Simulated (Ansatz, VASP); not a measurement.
This is a calculation of PbO (Litharge) for VASP 6.6.1.

Contents of INCAR:

```
SYSTEM = PbO
PREC = Accurate ; ENCUT = 520
EDIFF = 1E-7 ; ISMEAR = -1
SIGMA = 0.05 ; LREAL = .False.
LASPH = .True. ; NELM = 80
ALGO = Normal ; ISIF = 2
LWAVE = .False. ; LCHARG = .False.
GGA = PE ; NBANDS = 28
```

KPOINTS

```
regular mesh
0
Gamma
  7 7 6
  0 0 0
```

Contents of POSCAR:

```
PbO
1.0
    3.9360744706      0.0000000000      0.0000000000
    0.0000000000      3.9360744706      0.0000000000
    0.0000000000      0.0000000000      4.9422889970
Pb O
2 2
Direct
    0.5000000000      0.0000000000      0.7600000000
    0.0000000000      0.5000000000      0.2400000000
    0.5000000000      0.5000000000      0.0000000000
    0.0000000000      0.0000000000      0.0000000000
```

Potentials or basis: VASP PAW PBE potentials, release 64 (Pb_d, O).

The run is started by

```sh
$ cat potpaw_PBE.64/Pb_d/POTCAR potpaw_PBE.64/O/POTCAR > POTCAR
$ mpirun -np 1 vasp_std > vasp.out
```

**Question.** Set up the same calculation for Ansatz 0.2.0. Potentials there: Ansatz PAW.

**Answer.** As run (the cutoff follows the program's own potentials):

Contents of input.yaml:

```yaml
crystal:
  lattice:
    - [3.9360744706, 0.0, 0.0]
    - [0.0, 3.9360744706, 0.0]
    - [0.0, 0.0, 4.942288997]
  atoms:
    - { symbol: Pb, position: [0.5, 0.0, 0.76] }
    - { symbol: Pb, position: [0.0, 0.5, 0.24] }
    - { symbol: O, position: [0.5, 0.5, 0.0] }
    - { symbol: O, position: [0.0, 0.0, 0.0] }
hamiltonian:
  xc: pbe
  pseudopotentials: { kind: paw }
kpoints:
  mp_grid: { grid: [7, 7, 6] }
scf:
  occupations: { method: fermi_dirac, width: 0.05 }
output:
  forces: true
  stress: true
  eigenvalues: true
```

Potentials or basis: Ansatz PAW.

The run is started by

```sh
$ ansatz run input.yaml --threads 1 --pin off --max-ram 3584MiB --backend cpu --events-out ev --progress --plain --runs-dir out
```

Both were run:

|  | VASP | Ansatz | Ansatz less VASP |
| --- | --- | --- | --- |
| gap on the k mesh at the Fermi level (eV) | 1.35 | 1.34 | -0.010 |
| least direct gap on the mesh (eV) | 2.43 | 2.44 | +0.016 |
| pressure (GPa) | 7.0 | 6.9 | -0.10 |
| largest component of the traceless stress (GPa) | 1.22 | 1.20 | -0.015 |
| rms of the force components (eV/Å) | 0.243 | 0.225 | -0.0187 |

Atom by atom the forces differ by 0.019 eV/Å (rms over components).

Caveats: spin-orbit coupling is left out, which as a rule narrows the gap of such compounds by several tenths of an eV; an odd mesh through Γ misses points on the zone boundary, where band edges often lie (VASP); odd divisions of the mesh miss points on the zone boundary, where band edges often lie, so the gap on the mesh can be too wide (Ansatz); the pressure holds a Pulay correction of +0.3 GPa for the finite cutoff (Ansatz).
